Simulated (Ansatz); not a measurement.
Crystal: O.

```
O
1.0
     2.85140   -1.66242    0.00000
     2.85140    1.66242    0.00000
    -2.39449    0.00000    3.64705
O
2
Direct
  0.97455 0.97455 0.84443
  0.02545 0.02545 0.15557
```

- Program: Ansatz 0.2.0
- Task: single point
- Functional: PBEsol
- Potentials or basis: all-electron LAPW, scalar-relativistic
- Cutoff: 871 eV (chosen from the basis error)
- Basis error allowed: 0.001 eV/atom
- k mesh: 10 × 10 × 7
- Occupations: fermi-dirac, width 0.05 eV
- Spin: no spin polarisation

On this cell: pressure -3.6 GPa; largest force 0.787 eV/Å; band gap on the k mesh none (metal or under the smearing width).

The same run follows on a disturbed copy (atoms moved at random, drawn with an rms of 0.05 Å):

```
O
1.0
     2.85140   -1.66242    0.00000
     2.85140    1.66242    0.00000
    -2.39449    0.00000    3.64705
O
2
Direct
  0.97599 0.97814 0.83922
  0.00632 0.04506 0.16634
```

What changes?

The energy (extrapolated to zero smearing) moves by +109.4 meV/atom; pressure -11.4 GPa; largest force 4.618 eV/Å; band gap on the k mesh none (metal or under the smearing width).

Forces in eV/Å, atoms in the order of the input:
```
O   -1.899  0.249  4.202
O    1.899 -0.249 -4.202
```

Stress tensor (GPa, compression positive):
```
 -4.20   0.50  10.36
  0.50  -3.56  -1.26
 10.36  -1.26 -26.37
```

Caveats: spin is off for a triplet molecule.
